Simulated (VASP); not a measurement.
# GaCuSe2 (I-42d) in VASP: further runs, part 2 of 2

VASP 6.6.1. Earlier steps stand in the parts before.

### Step 4. Relaxation of cell and atoms, PBEsol

The input, INCAR:

```
SYSTEM = GaCuSe2
ALGO     = Normal         ! electronic algorithm
EDIFF    = 1E-6           ! SCF threshold, eV
EDIFFG   = -0.01          ! ionic threshold
ENCUT    = 600            ! plane-wave cutoff, eV
GGA      = PS             ! functional
IBRION   = 2              ! ionic algorithm
ISIF     = 3              ! what is computed and relaxed
ISMEAR   = 0              ! smearing method
KPAR     = 4            
LASPH    = .TRUE.         ! aspherical terms in the spheres
LCHARG   = .FALSE.        ! write CHGCAR
LREAL    = .FALSE.        ! projectors in reciprocal space
LWAVE    = .FALSE.        ! write WAVECAR
NELM     = 80             ! most SCF steps
NSW      = 40             ! ionic steps
PREC     = Accurate       ! precision mode
SIGMA    = 0.02           ! smearing width, eV
```

The input, KPOINTS:

```
k-points
0
G
  6 6 6
  0 0 0
```

The input, POSCAR:

```
GaCuSe2
1.0
   -2.8095500000      2.8095500000      5.5130000000
    2.8095500000     -2.8095500000      5.5130000000
    2.8095500000      2.8095500000     -5.5130000000
Se Ga Cu
4 2 2
Direct
    0.1256200000      0.6250000000      0.0006200000
    0.8750000000      0.8743800000      0.4993800000
    0.6243800000      0.1250000000      0.9993800000
    0.3750000000      0.3756200000      0.5006200000
    0.2500000000      0.7500000000      0.5000000000
    0.5000000000      0.5000000000      0.0000000000
    0.7500000000      0.2500000000      0.5000000000
    0.0000000000      0.0000000000      0.0000000000
```

Potentials or basis: VASP PAW PBE potentials, release 64 (Se, Ga_d, Cu).

Started as:

```
$ cat potpaw_PBE.64/Se/POTCAR potpaw_PBE.64/Ga_d/POTCAR potpaw_PBE.64/Cu/POTCAR > POTCAR
$ mpirun -np 4 vasp_std > vasp.out
```

It took 8.1 min on 4 MPI ranks of Intel Xeon 6975P-C (Granite Rapids), shared host; peak memory 0.6 GiB.

It converged, with:

```yaml
Free_energy: -34.4075 eV
Relaxed_volume: 21.54 Å³/atom
Relaxed_cell: a = 6.802 Å, b = 6.802 Å, c = 6.802 Å, α = 131.60°, β = 131.60°, γ = 70.86°
Space_group_after_relaxing_to_0.05_Å: I-42d (No. 122)
Energy_gained_by_relaxing: 5.3 meV/atom
Ionic_steps: 11
Pressure_after_relaxing: 0.0 GPa
Largest_force_after_relaxing: 0.006 eV/Å
Band_gap_on_the_k_mesh: 0.13 eV, direct
```

Forces in eV/Å, atoms in the order of the input:
```
Se   0.000  0.006  0.000
Se  -0.006  0.000  0.000
Se   0.000 -0.006  0.000
Se   0.006  0.000  0.000
Ga   0.000  0.000  0.000
Ga   0.000  0.000  0.000
Cu   0.000  0.000  0.000
Cu   0.000  0.000  0.000
```

The path:
| step | energy change (eV) | largest force (eV/Å) | pressure (GPa) | volume (Å³) |
| --- | --- | --- | --- | --- |
| 1 | 0.0000 | 0.4108 | -0.49 | 174.07 |
| 2 | -0.0287 | 0.2426 | 0.05 | 172.39 |
| 3 | -0.0376 | 0.0817 | 0.60 | 170.89 |
| 4 | -0.0415 | 0.0220 | -0.27 | 172.80 |
| 5 | -0.0418 | 0.0022 | -0.04 | 172.36 |
| 6 | -0.0418 | 0.0005 | -0.06 | 172.39 |
| 7 | -0.0423 | 0.0055 | -0.05 | 172.32 |
| 8 | -0.0426 | 0.0141 | 0.05 | 172.21 |
| 9 | -0.0426 | 0.0150 | 0.04 | 172.19 |
| 10 | -0.0426 | 0.0159 | 0.04 | 172.18 |
| 11 | -0.0427 | 0.0060 | -0.03 | 172.36 |

Final structure:
```yaml
crystal:
  lattice:
    - [-2.78828, 2.78828, 5.54235]
    - [2.78828, -2.78828, 5.54235]
    - [2.78828, 2.78828, -5.54235]
  atoms:
    - { symbol: Se, position: [0.11720, 0.62500, 0.99220] }
    - { symbol: Se, position: [0.87500, 0.88280, 0.50780] }
    - { symbol: Se, position: [0.63280, 0.12500, 0.00780] }
    - { symbol: Se, position: [0.37500, 0.36720, 0.49220] }
    - { symbol: Ga, position: [0.25000, 0.75000, 0.50000] }
    - { symbol: Ga, position: [0.50000, 0.50000, 0.00000] }
    - { symbol: Cu, position: [0.75000, 0.25000, 0.50000] }
    - { symbol: Cu, position: [0.00000, 0.00000, 0.00000] }
```

Levels at points of the mesh, in eV from the valence-band top:
```csv
k point,band 34,band 35,band 36,band 37,band 38,band 39
"(0.00, 0.00, 0.00)",-0.09,-0.09,0.00,0.13,1.78,2.10
"(0.50, 0.00, 0.00)",-1.32,-1.24,-0.62,2.14,2.49,3.10
"(0.50, 0.50, 0.00)",-0.88,-0.53,-0.53,1.04,1.04,3.31
"(0.50, 0.50, 0.50)",-1.30,-0.98,-0.98,1.71,1.71,1.78
```

Caveat: the PAW data sets were made with another functional, which shifts forces and pressure a little.

### Step 5. Relaxation of cell and atoms, PBE+D3(BJ)

The input, INCAR:

```
ALGO = Fast
EDIFF = 1E-6
EDIFFG = -0.02
ENCUT = 600
GGA = PE
IBRION = 2
ISIF = 3
ISMEAR = 0
IVDW = 12
KPAR = 4
LASPH = True
LCHARG = False
LREAL = False
LWAVE = False
NELM = 80
NSW = 60
PREC = Accurate
SIGMA = 0.02
```

The input, KPOINTS:

```
k-points
0
Gamma
  6 6 6
```

POSCAR is that of step 4.

Potentials or basis: VASP PAW PBE potentials, release 64 (Se, Ga_d, Cu).

Started as:

```
$ cat potpaw_PBE.64/Se/POTCAR potpaw_PBE.64/Ga_d/POTCAR potpaw_PBE.64/Cu/POTCAR > POTCAR
$ mpirun -np 4 vasp_std > vasp.out
```

OUTCAR:

```text
EDIFF = 1E-6
   EDIFFG = -0.02
   ENCUT = 600
   GGA = PE
   IBRION = 2
   ISIF = 3
   ISMEAR = 0
   IVDW = 12
   LASPH = True
   LREAL = False
   NELM = 80
   NSW = 60
   PREC = Accurate
 IVDW          = 12

 ion  position               nearest neighbor table
   1  0.126  0.625  0.001-   6 2.42   5 2.42   8 2.42   7 2.42
   2  0.875  0.874  0.499-   6 2.42   5 2.42   8 2.42   7 2.42
   3  0.624  0.125  0.999-   5 2.42   6 2.42   7 2.42   8 2.42
   4  0.375  0.376  0.501-   5 2.42   6 2.42   7 2.42   8 2.42
   5  0.250  0.750  0.500-   3 2.42   4 2.42   1 2.42   2 2.42
   6  0.500  0.500  0.000-   1 2.42   2 2.42   4 2.42   3 2.42
   7  0.750  0.250  0.500-   2 2.42   4 2.42   3 2.42   1 2.42
   8  0.000  0.000  0.000-   1 2.42   3 2.42   2 2.42   4 2.42

  LATTYP: Found a body centered tetragonal cell.
 ALAT       =     5.6191000000
 C/A-ratio  =     1.9622359453

  Lattice vectors:

 A1 = (  -2.8095500000,   2.8095500000,   5.5130000000)
 A2 = (   2.8095500000,  -2.8095500000,   5.5130000000)
 A3 = (   2.8095500000,   2.8095500000,  -5.5130000000)

Analysis of symmetry for initial positions (statically):
=====================================================================
 Subroutine PRICEL returns:
 Original cell was already a primitive cell.

 Routine SETGRP: Setting up the symmetry group for a
 body centered tetragonal supercell.

 Subroutine GETGRP returns: Found  8 space group operations
 (whereof  4 operations were pure point group operations)
 out of a pool of 16 trial point group operations.
[... 166 lines left out ...]
 maximum number of plane-waves:      5823
   NGX = 27   NGY = 27   NGZ = 27

--------------------------------------- Ionic step        1  -------------------------------------------

 number of electron      72.0000027 magnetization

 Free energy of the ion-electron system (eV)
  ---------------------------------------------------
  ext. energy  EPLUGINS =         0.00000000
  ---------------------------------------------------
  free energy    TOTEN  =       -31.03204068 eV

  energy without entropy =      -31.03204068  energy(sigma->0) =      -31.03204068

------------------------ aborting loop because EDIFF is reached ----------------------------------------

 Edisp (eV)   -2.74207

 E8    (eV) :    -1.1833
[... 313 lines left out ...]
--------------------------------------- Ionic step        8  -------------------------------------------

 number of electron      72.0000026 magnetization

 Free energy of the ion-electron system (eV)
  ---------------------------------------------------
  ext. energy  EPLUGINS =         0.00000000
  ---------------------------------------------------
  free energy    TOTEN  =       -31.06606027 eV

  energy without entropy =      -31.06606027  energy(sigma->0) =      -31.06606027

 E-fermi :   4.1406     XC(G=0):  -9.6326

 val. band max:        4.0565437456   @ k =   0.0000   0.0000   0.0000
 cond. band min:       4.2227850628   @ k =   0.0000   0.0000   0.0000
 fundamental gap:      0.1662413172
 Fermi energy:         4.1405977229

 k-point     1 :       0.0000    0.0000    0.0000
  band No.  band energies     occupation
      1     -11.5056      2.00000
      2     -11.5035      2.00000
      3     -11.5035      2.00000
      4     -11.3602      2.00000
      5     -11.3461      2.00000
      6     -11.3461      2.00000
[... 1093 lines left out ...]
     42       7.7340      0.00000
     43       8.4178      0.00000

 [... further k-points ...]

------------------------ aborting loop because EDIFF is reached ----------------------------------------

 Edisp (eV)   -2.73887

 E8    (eV) :    -1.1819
[... 31 lines left out ...]
  FREE ENERGIE OF THE ION-ELECTRON SYSTEM (eV)
  ---------------------------------------------------
  free  energy   TOTEN  =       -33.8049275862 eV

  energy  without entropy=      -33.8049275862  energy(sigma->0) =      -33.80492759

 reached required accuracy - stopping structural energy minimisation
```

OSZICAR:

```text
N       E                     dE             d eps       ncg     rms          rms(c)
DAV:   1     0.746903207629E+03    0.74690E+03   -0.34374E+04  2645   0.245E+03
DAV:   2     0.109640218999E+03   -0.63726E+03   -0.62181E+03  2612   0.617E+02
DAV:   3    -0.214726482992E+02   -0.13111E+03   -0.12718E+03  3160   0.230E+02
DAV:   4    -0.321936645264E+02   -0.10721E+02   -0.10575E+02  3538   0.634E+01
[... 87 lines left out ...]
RMM:   2    -0.310661633391E+02    0.17868E-03   -0.54967E-04  2961   0.257E-01    0.801E-02
RMM:   3    -0.310660873878E+02    0.75951E-04   -0.36814E-04  2907   0.186E-01    0.445E-02
RMM:   4    -0.310660551690E+02    0.32219E-04   -0.15223E-04  2805   0.116E-01    0.593E-03
RMM:   5    -0.310660598697E+02   -0.47007E-05   -0.52336E-05  2515   0.302E-02    0.529E-03
RMM:   6    -0.310660602660E+02   -0.39629E-06   -0.76536E-06  2263   0.158E-02
   8 F= -.33804928E+02 E0= -.33804928E+02  d E =-.535429E-03
```

Wall time 8.4 min (4 MPI ranks of AMD EPYC 9R14 (Zen 4), shared host); peak memory 0.58 GiB.

What came out:

| Property | Result |
| --- | --- |
| Free energy | -33.8049 eV |
| Relaxed volume | 21.78 Å³/atom |
| Relaxed cell | a = 6.814 Å, b = 6.814 Å, c = 6.814 Å, α = 131.41°, β = 131.41°, γ = 71.16° |
| Space group after relaxing (to 0.05 Å) | I-42d (No. 122) |
| Energy gained by relaxing | 3.9 meV/atom |
| Ionic steps | 8 |
| Pressure after relaxing | 0.0 GPa |
| Largest force after relaxing | 0.005 eV/Å |
| Band gap on the k mesh | 0.17 eV, direct |
| Dispersion energy per atom | -0.342 eV |

Forces in eV/Å, atoms in the order of the input:
```
Se   0.000  0.005  0.000
Se  -0.005  0.000  0.000
Se   0.000 -0.005  0.000
Se   0.005  0.000  0.000
Ga   0.000  0.000  0.000
Ga   0.000  0.000  0.000
Cu   0.000  0.000  0.000
Cu   0.000  0.000  0.000
```

Stress tensor (GPa, compression positive):
```
-0.01  0.00  0.00
 0.00 -0.01  0.00
 0.00  0.00  0.12
```

The path:
| step | energy change (eV) | largest force (eV/Å) | pressure (GPa) | volume (Å³) |
| --- | --- | --- | --- | --- |
| 1 | 0.0000 | 0.3775 | 0.30 | 174.07 |
| 2 | -0.0211 | 0.1937 | -0.21 | 175.11 |
| 3 | -0.0261 | 0.0425 | -0.61 | 176.00 |
| 4 | -0.0300 | 0.0331 | 0.14 | 173.90 |
| 5 | -0.0303 | 0.0177 | -0.02 | 174.31 |
| 6 | -0.0303 | 0.0192 | 0.02 | 174.28 |
| 7 | -0.0307 | 0.0107 | 0.04 | 174.25 |
| 8 | -0.0308 | 0.0045 | 0.03 | 174.23 |

Final structure:
```
CELL_PARAMETERS angstrom
-2.80349 2.80349 5.54207
2.80349 -2.80349 5.54207
2.80349 2.80349 -5.54207
ATOMIC_POSITIONS crystal
Se 0.11847 0.62500 0.99347
Se 0.87500 0.88153 0.50653
Se 0.63153 0.12500 0.00653
Se 0.37500 0.36847 0.49347
Ga 0.25000 0.75000 0.50000
Ga 0.50000 0.50000 0.00000
Cu 0.75000 0.25000 0.50000
Cu 0.00000 0.00000 0.00000
```

Levels at points of the mesh, in eV from the valence-band top:
| k point | band 33 | band 34 | band 35 | band 36 | band 37 | band 38 | band 39 | band 40 |
| --- | --- | --- | --- | --- | --- | --- | --- | --- |
| (0.00, 0.00, 0.00) | -1.63 | -0.11 | -0.11 | 0.00 | 0.17 | 1.89 | 2.13 | 3.94 |
| (0.50, 0.00, 0.00) | -1.38 | -1.26 | -1.18 | -0.59 | 2.12 | 2.49 | 3.18 | 4.07 |
| (0.50, 0.50, 0.00) | -0.86 | -0.86 | -0.52 | -0.52 | 1.07 | 1.07 | 3.34 | 3.34 |
| (0.50, 0.50, 0.50) | -1.26 | -1.26 | -0.95 | -0.95 | 1.74 | 1.74 | 1.91 | 1.91 |

### Step 6. The reference run

An earlier run on the cell as given: functional PBEsol; potentials or basis VASP PAW PBE potentials, release 64 (Se, Ga_d, Cu); cutoff 520 eV; k mesh 7 × 7 × 7; occupations fermi-dirac, width 0.05 eV; no spin polarisation.

* Pressure: -0.5 GPa
* Largest force: 0.412 eV/Å
* Band gap on the k mesh: 0.18 eV, direct

### Step 7. Summary

```tsv
task	level	potentials or basis	cell	k mesh	cutoff (eV)	smearing	ladder	gap on the mesh (eV)	pressure (GPa)	relaxed volume (Å³/atom)	largest force (eV/Å)
relaxation of cell and atoms	PBE	VASP PAW PBE potentials, release 64 (Se, Ga_d, Cu)	relaxed	6 × 6 × 6	600	gaussian 0.02 eV	gaps	0.00	0.0	22.72	0.01
relaxation of cell and atoms	LDA	VASP PAW LDA potentials, release 64 (Se, Ga_d, Cu)	relaxed	6 × 6 × 6	600	gaussian 0.02 eV	gaps	0.20	-0.1	20.89	-
relaxation of cell and atoms	PBEsol	VASP PAW PBE potentials, release 64 (Se, Ga_d, Cu)	relaxed	6 × 6 × 6	600	gaussian 0.02 eV	gaps	0.13	0.0	21.54	0.01
relaxation of cell and atoms	PBE+D3(BJ)	VASP PAW PBE potentials, release 64 (Se, Ga_d, Cu)	relaxed	6 × 6 × 6	600	gaussian 0.02 eV	gaps	0.17	0.0	21.78	-
single point	PBEsol	VASP PAW PBE potentials, release 64 (Se, Ga_d, Cu)	as given	7 × 7 × 7	520	fermi-dirac 0.05 eV	free	0.18	-0.5	-	0.41
```

Alike in all rows: no spin polarisation.

Caveats: the PAW data sets were made with another functional, which shifts forces and pressure a little (some runs).

Total energies depend on the potentials used, so only differences within one code and one set of settings carry meaning.
